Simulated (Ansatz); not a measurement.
The system is Sc.

```
Sc
1.0
     3.30900    0.00000    0.00000
    -1.65450    2.86568    0.00000
     0.00000    0.00000    5.27330
Sc
2
Direct
  0.66667 0.33333 0.75000
  0.33333 0.66667 0.25000
```

Program: Ansatz 0.2.0. Alike in all runs: potentials or basis all-electron LAPW, scalar-relativistic; no spin polarisation; cell as given; k mesh 9 × 9 × 5; basis error allowed 0.001 eV/atom.

Question: Order these runs on this cell by their pressure, lowest first.
A. level PBEsol; cutoff (eV) 167; smearing gaussian 0.02 eV
B. level PBEsol+U; U Sc d U = 4.3 eV; cutoff (eV) 167; smearing fermi-dirac 0.05 eV
C. level LDA+D3(BJ); cutoff (eV) 168; smearing fermi-dirac 0.05 eV
D. level RPBE; cutoff (eV) 167; smearing gaussian 0.05 eV

Answer: C (-7.8 GPa), A (-2.8 GPa), D (1.3 GPa), B (5.0 GPa).

Caveats: U is the effective U less J, on atomic orbitals that reach past the spheres (some runs); U without spin polarisation on a metal has little footing (some runs); the U is typed as a test and isn't derived for this compound (some runs); pairwise dispersion overbinds metals, which lowers pressure and volume (some runs); the dispersion damping was fitted for another functional or another form of the correction (some runs).

Runs at the PBE level aren't shown here.
